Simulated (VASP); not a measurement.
# WS₂: convergence, self-consistent run

WS₂, P1 (no. 1), 3 atoms in the cell. PBE; PAW potentials W_sv, S (PBE set). VASP 6.6.1. The atoms are moved at random off their ideal places.

Wanted: energy within 1 meV/atom; forces within 0.005 eV/Å; pressure within 0.1 GPa.

POSCAR:
```
WS2
1.0
    1.5790000000      0.9116360751      6.1633333333
   -1.5790000000      0.9116360751      6.1633333333
    0.0000000000     -1.8232721501      6.1633333333
W S
1 2
Direct
    0.0046280000     -0.0009530000     -0.0034080000
    0.5872060000      0.5881320000      0.5694370000
    0.7508360000      0.7489690000      0.7510890000
```

## One numerical tag moved

| One numerical tag moved | Energy less reference (meV/atom) | Forces, largest deviation (eV/Å) | Pressure (GPa) | SCF iterations | Time (s) |
|---|---|---|---|---|---|
| default | 0.0 | 0.0000 | 5.16 | 16 | 569 |
| NBLK = 64 | 0.0 | 0.0000 | 5.16 | 16 | 520 |
| LCORR = F | 0.0 | 0.0005 | 5.16 | 16 | 494 |
| DEPER = 0.6 | 0.0 | 0.0001 | 5.16 | 16 | 485 |
| NDAV = 2 | 0.0 | 0.0000 | 5.16 | 16 | 545 |
| EBREAK = 1e-10 | 0.0 | 0.0001 | 5.16 | 16 | 563 |
| LMAXPAW = 0 | 2.6 | 0.0032 | 5.15 | 15 | 478 |
| NDAV = 8 | 0.0 | 0.0000 | 5.16 | 16 | 517 |
| RANDOM_GENERATOR = pcg_32 | 0.0 | 0.0000 | 5.16 | 16 | 574 |

## Question

For each series: keep the first row unless others stay within half of the tolerance and take at least 30 % less time, and then take the fastest.

## Answer

- one numerical tag moved: default

## The input

INCAR:
```
SYSTEM = WS2
  ALGO = Normal
  EDIFF = 1E-7
  ENCUT = 520
  ISIF = 2
  ISMEAR = 0
  LASPH = .TRUE.
  LCHARG = .FALSE.
  LREAL = .FALSE.
  LWAVE = .FALSE.
  NELM = 100
  PREC = Accurate
  SIGMA = 0.02
```

KPOINTS:
```
k-points
0
Gamma
  8 8 8
```

Commands:
```
cat potpaw_PBE.64/W_sv/POTCAR potpaw_PBE.64/S/POTCAR > POTCAR
mpirun -np 1 vasp_std > vasp.out
```

The chosen input took VASP 6.6.1 569 s on 1 core (Intel Xeon Platinum 8259CL @ 2.50GHz (Skylake/Cascade Lake)), a shared host.

## An input that fails: LMAXPAW = -1 without LASPH

It runs to its end, but against the unchanged starting input it is off by 23.4 meV/atom in the energy, 0.0691 eV/Å in the forces, 0.53 GPa in the pressure.

Changes against the starting input:
```
- LASPH = True
+ LASPH = False
+ LMAXPAW = -1
```
